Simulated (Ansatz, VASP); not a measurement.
Fe: VASP beside Ansatz

The input run.py:

```python
from ase.calculators.vasp import Vasp
from ase.dft.bandgap import bandgap
from ase.io import read

atoms = read('Fe.cif')
atoms.set_initial_magnetic_moments([3.0])
calc = Vasp(
    directory='calc',
    xc='pbe',
    pp='PBE',
    setups={'base': 'minimal', 'Fe': '_GW'},
    prec='Accurate',
    encut=550,
    ediff=1e-07,
    ismear=0,
    sigma=0.05,
    lreal=False,
    lasph=True,
    nelm=150,
    algo='Fast',
    isif=2,
    lwave=False,
    lcharg=False,
    ispin=2,
    lorbit=11,
    lmaxmix=4,
    kpts=[13, 13, 13],
    gamma=True,
    nbands=14,
)
atoms.calc = calc

print('energy (eV):', atoms.get_potential_energy())
print('free energy (eV):', atoms.get_potential_energy(force_consistent=True))
print('forces (eV/A):')
print(atoms.get_forces())
print('stress (eV/A^3, Voigt):', atoms.get_stress())
print('Fermi level (eV):', calc.get_fermi_level())
print('moment (muB):', atoms.get_magnetic_moment())
print('site moments (muB):', atoms.get_magnetic_moments())
gap, top, bottom = bandgap(calc)
print('band gap (eV):', gap, 'from (spin, k, band)', top, 'to', bottom)
```

Fe.cif

```cif
data_Fe
_cell_length_a 2.49934932
_cell_length_b 2.49934932
_cell_length_c 2.49934932
_cell_angle_alpha 109.47122063
_cell_angle_beta 109.47122063
_cell_angle_gamma 109.47122063
_space_group_name_H-M_alt 'P1'
_space_group_name_Hall 'P 1'
_space_group_IT_number 1
loop_
_space_group_symop_operation_xyz
'x,y,z'
loop_
_atom_site_label
_atom_site_type_symbol
_atom_site_symmetry_multiplicity
_atom_site_Wyckoff_symbol
_atom_site_fract_x
_atom_site_fract_y
_atom_site_fract_z
_atom_site_occupancy
Fe1 Fe 1 a 0.0000000000 0.0000000000 0.0000000000 1
```

Contents of input.yaml:

```yaml
crystal:
  lattice:
    - [-1.443, 1.443, 1.443]
    - [1.443, -1.443, 1.443]
    - [1.443, 1.443, -1.443]
  atoms:
    - { symbol: Fe, position: [0.0, 0.0, 0.0], spin: 3.0 }
hamiltonian:
  xc: pbe
  pseudopotentials: { kind: paw }
magnetization:
  spin_polarized: true
kpoints:
  mp_grid: { grid: [13, 13, 13] }
scf:
  occupations: { method: gaussian, width: 0.05 }
output:
  forces: true
  stress: true
  eigenvalues: true
```

Alike in both runs: task single point; functional PBE; k mesh 13 × 13 × 13; occupations gaussian, width 0.05 eV; collinear spin, ferromagnetic start.

|  | VASP | Ansatz |
| --- | --- | --- |
| version | VASP 6.6.1 | Ansatz 0.2.0 |
| potentials or method | VASP PAW PBE potentials, release 64 (Fe_GW) | Ansatz PAW |
| plane-wave cutoff (eV) | 550 | 420 |
| valence electrons in the cell | 8 | 16 |

Ansatz gave:

```
gap on the k mesh at the Fermi level (eV)                     : none
pressure (GPa)                                                : -9.5
net moment per atom (μB)                                      : 2.25
size of the moment on the site where the two differ most (μB) : 2.31
```

Estimate VASP's values.

gap on the k mesh at the Fermi level (eV): none; pressure (GPa): -10.0; net moment per atom (μB): 2.28; size of the moment on the site where the two differ most (μB): 2.27.

Site moments also hang on the region over which each program counts them. A gap of «none» marks a metal or a gap that the smearing closes. The functional is the same, so the differences come from potentials, cutoffs and numerics. The two sets of potentials don't hold the same shells in valence.
